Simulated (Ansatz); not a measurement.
CaO built on the zincblende prototype, relaxed with r2SCAN in Ansatz. It is cubic, F-43m (No. 216); a = 5.213 Å in the conventional setting, 17.71 Å³ an atom. Ca is surrounded by 4 O at 2.26 Å; O is surrounded by 4 Ca at 2.26 Å.

The axes x, y and z are those of this cell:
```
CELL_PARAMETERS angstrom
0.00000 2.60673 2.60673
2.60673 0.00000 2.60673
2.60673 2.60673 0.00000
ATOMIC_POSITIONS crystal
Ca 0.00000 0.00000 0.00000
O 0.25000 0.25000 0.25000
```

Unstrained: The PBE gap is indirect, 3.333 eV (W to Γ), below the direct gap of 3.954 eV at Γ. The r2SCAN gap is indirect, 3.759 eV (W to Γ), below the direct gap of 4.375 eV at Γ. With HSE06 the valence top lies at X and the conduction bottom at Γ, 4.728 eV higher; the smallest vertical gap, at Γ, is 5.346 eV. Meshes: PBE 8×8×8, r2SCAN 8×8×8, HSE06 6×6×6. Strains are changes of length per length. After each strain the atoms were relaxed again with r2SCAN within the symmetry that the strain leaves, so tilts or polar shifts that break it weren't tested; points keep the names that they have in the unstrained zone. The cell comes from a prototype generator: it can be a known phase or a hypothetical one. Spin polarisation is off.

Q: Estimate what biaxial -0.47 % in x and y, z held does to the gap.

A: PBE: the gap goes from 3.333 to 3.364 eV (+0.031 eV); the edges go from W → Γ to (3/8, -1/2, -1/8) → Γ. r2SCAN: the gap goes from 3.759 to 3.790 eV (+0.031 eV); the edges move from W → Γ to X → Γ. HSE06: the gap goes from 4.728 to 4.760 eV (+0.032 eV). The r2SCAN energy rises by 0.4 meV an atom.

Q: Apply uniaxial +3.9 % along x, other directions held. How far does the gap move, against the unstrained cell?

A: PBE: the gap goes from 3.333 to 3.161 eV (-0.172 eV); the edges move from W → Γ to X → Γ. r2SCAN: the gap goes from 3.759 to 3.584 eV (-0.175 eV); the edges move from W → Γ to X → Γ. HSE06: the gap goes from 4.728 to 4.531 eV (-0.197 eV). The r2SCAN energy rises by 7.9 meV an atom.

Q: Apply uniaxial -3.24 % along z, other directions held. How far does the gap move, against the unstrained cell?

A: PBE: the gap goes from 3.333 to 3.426 eV (+0.093 eV); the edges move from W → Γ to X → Γ. r2SCAN: the gap goes from 3.759 to 3.855 eV (+0.096 eV); the edges move from W → Γ to X → Γ. HSE06: the gap goes from 4.728 to 4.830 eV (+0.102 eV). The r2SCAN energy rises by 5.2 meV an atom.

The meshes of the hybrids are coarse, so their gaps aren't converged to the digits shown.
